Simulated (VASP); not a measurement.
Set up this calculation in VASP 6.6.1, as the native input.

| Quantity | Value |
| --- | --- |
| Task | single point |
| Functional | PBE |
| Potentials or basis | VASP PAW PBE potentials, release 64 (Mg) |
| Cutoff | 520 eV |
| k mesh | 4 × 4 × 4 |
| Occupations | gaussian, width 0.1 eV |
| Spin | no spin polarisation |
| Dipole correction | no |
| Further INCAR settings | ALGO = Normal; EDIFF = 1e-06; NBANDS = 10 |

The structure of Mg lies in POSCAR:

```
Mg
1.0
    0.0000000000      3.4851185641      3.4851185641
    3.4851185641      0.0000000000      3.4851185641
    3.4851185641      3.4851185641      0.0000000000
Mg
3
Direct
    0.0000000000      0.0000000000      0.0000000000
    0.2500000000      0.2500000000      0.2500000000
    0.7500000000      0.7500000000      0.7500000000
```

The cell was built by a generator and needn't be a form met in nature.

The cell isn't the ideal one: random cell by space group and Wyckoff sites (Fm-3m, No. 225).

The input as run:

INCAR

```
SYSTEM = Mg
  ALGO = Normal
  EDIFF = 1E-6
  ENCUT = 520
  GGA = PE
  ISIF = 2
  ISMEAR = 0
  LASPH = .TRUE.
  LCHARG = .FALSE.
  LREAL = .FALSE.
  LWAVE = .FALSE.
  NBANDS = 10
  NELM = 80
  PREC = Accurate
  SIGMA = 0.1
```

KPOINTS

```
k-points
0
G
  4 4 4
  0 0 0
```

Potentials or basis: VASP PAW PBE potentials, release 64 (Mg).

Command:

```bash
$ cat potpaw_PBE.64/Mg/POTCAR > POTCAR
$ mpirun -np 1 vasp_std > vasp.out
```

It gave:

```yaml
Pressure: 0.0 GPa
Band_gap_on_the_k_mesh: none (metal or under the smearing width)
```

Caveat: the k mesh is coarse (spacing up to 0.39 Å⁻¹), so the values aren't converged.

Run time: 9.7 s on 1 thread of AMD EPYC 7R43 64-Core Processor (Zen 3), with other jobs on the host, peak memory 0.19 GiB.
